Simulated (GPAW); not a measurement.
Runs of GPAW 26.7.0 on FeO. It takes space group P4_2/mmc (No. 131, tetragonal). The conventional cell has a = 3.046 Å, b = 3.046 Å, c = 5.464 Å, α = 90.00°, β = 90.00°, γ = 90.00°. Around Fe (site symmetry mmm) lie 4 O at 2.05 Å. O (site symmetry -4m2) has 4 Fe at 2.05 Å as nearest neighbours. The cell comes from a database or a generator and needn't be the stable form of this composition.

```tsv
task	level	potentials or basis	k mesh	cutoff (eV)	maxiter	band path	band points	convergence	mesh quality	gap on the mesh (eV)	pressure (GPa)	moment (μB)
band structure	r2SCAN	GPAW PAW data sets (gpaw-data 1.2.1), pw	6 × 6 × 3	800	150	GXMGZRAZ,XR,MA	100	-	coarse	-	(a)	8.01
single point	LDA	the program's PAW data sets (release 1.2.1) made for this functional, pw	7 × 7 × 4	600	120	-	-	default	not flagged	none	-29.3	6.53
band structure	LDA	the program's PAW data sets (release 1.2.1) made for this functional, pw	6 × 6 × 3	800	150	GXMGZRAZ,XR,MA	100	-	coarse	-	-24.8	6.70
single point	PBEsol	PAW data sets generated in the run's folder for this functional, pw	9 × 9 × 5	800	150	-	-	-	not flagged	none	(b)	7.44
band structure	PBEsol	PAW data sets generated in the run's folder for this functional, pw	6 × 6 × 3	800	150	GXMGZRAZ,XR,MA	100	-	coarse	-	(c)	7.41
```

Alike in all rows: spin collinear, ferromagnetic start; cell as given; smearing fermi-dirac 0.05 eV.

Question: Fill in the values left out.

Answer: (a) -9.1; (b) -14.6; (c) -14.7.

Caveats: some runs use coarse meshes; semilocal functionals often make such compounds metallic where correlation or magnetic order opens a gap, which also shifts bond lengths; only a ferromagnetic start was run, and an antiferromagnetic order may lie lower in energy; the PAW data sets were made with another functional, which shifts forces and pressure a little (some runs); the cutoff is short for stress and forces, so pressures can be off by a GPa or more (some runs); a pressure of tens of GPa on the cell as given is suspect, and the run, the potentials or the cell itself is likely at fault (some runs).

A k mesh can miss the band edges.

A gap of «none» marks a metal or a gap under the smearing width.

Not every run made on this cell is shown here.
